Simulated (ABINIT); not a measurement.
Crystal: BeTe.

```
Te Be
1.0
     0.00000    2.77000    2.77000
     2.77000    0.00000    2.77000
     2.77000    2.77000    0.00000
Te Be
1 1
Cartesian
  4.1550 4.1550 4.1550
  0.0000 0.0000 0.0000
```

Base run:

| Item | Value |
| --- | --- |
| Program | ABINIT 10.8.3 (patched build) |
| Functional | BP86 |
| Potentials or basis | JTH PAW PBE v2.0 |
| Cutoff | 517 eV |
| k mesh | 8 × 8 × 8 |
| Occupations | fermi-dirac, width 0.05 eV |
| Spin | no spin polarisation |

Its results: band gap on the k mesh 1.93 eV, indirect (least direct gap 3.71 eV); pressure 5.1 GPa.

Task: The run is repeated on the same cell with these changes: functional from BP86 to revPBE. What comes out?

Result: Band gap on the k mesh 1.91 eV, indirect (least direct gap 3.66 eV); pressure 5.7 GPa.

Caveats: the PAW data sets were made with another functional, which shifts forces and pressure a little; spin-orbit coupling is left out, which moves the levels of the heavy elements.
